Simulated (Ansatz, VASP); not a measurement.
## Two plane-wave programs on Fe

Contents of INCAR:

```
PREC = Accurate
ENCUT = 520
EDIFF = 1E-6
ISMEAR = 0
SIGMA = 0.15
LREAL = False
LASPH = True
NELM = 150
ALGO = Fast
ISIF = 2
LWAVE = False
LCHARG = False
ISPIN = 2
MAGMOM = 2.44
LORBIT = 11
LMAXMIX = 4
GGA = PE
NBANDS = 14
```

KPOINTS

```
regular mesh
0
Gamma
  10 10 10
```

The input POSCAR:

```
Fe
1.0
   -1.5715103435      1.4157750842      1.3827875247
    1.5715103435     -1.4157750842      1.3827875247
    1.5715103435      1.4157750842     -1.3827875247
Fe
1
Direct
    0.0000000000      0.0000000000      0.0000000000
```

Input for Ansatz:

```yaml
crystal:
  lattice:
    - [-1.5715103435, 1.4157750842, 1.3827875247]
    - [1.5715103435, -1.4157750842, 1.3827875247]
    - [1.5715103435, 1.4157750842, -1.3827875247]
  atoms:
    - { symbol: Fe, position: [0.0, 0.0, 0.0], spin: 2.44 }
basis:
  ecutwfc: 520.0
kpoints:
  mp_grid: { grid: [10, 10, 10] }
hamiltonian:
  xc: pbe
scf:
  occupations: { method: gaussian, width: 0.15 }
output:
  forces: true
  stress: true
  eigenvalues: true
  populations: true
magnetization:
  spin_polarized: true
```

Change from the starting cell: normal strain along x +0.1100, normal strain along z -0.0233.

Alike in both runs: task single point; functional PBE; k mesh 10 × 10 × 10; occupations gaussian, width 0.15 eV; collinear spin.

```csv
,VASP,Ansatz
version,VASP 6.6.1,Ansatz 0.2.0
potentials or method,"VASP PAW PBE potentials, release 64 (Fe)","scalar-relativistic, plane waves, PAW"
plane-wave cutoff (eV),520,520
valence electrons in the cell,8,16
```

```csv
,VASP,Ansatz,Ansatz less VASP
gap on the k mesh at the Fermi level (eV),none,none,-
pressure (GPa),-10.7,-10.9,-0.14
largest component of the traceless stress (GPa),5.13,5.29,+0.154
net moment per atom (μB),2.38,2.35,-0.025
size of the moment on the site where the two differ most (μB),2.39,2.41,+0.022
```

Site moments also hang on the region over which each program counts them. A gap of «none» marks a metal or a gap that the smearing closes. The two sets of potentials don't hold the same shells in valence.
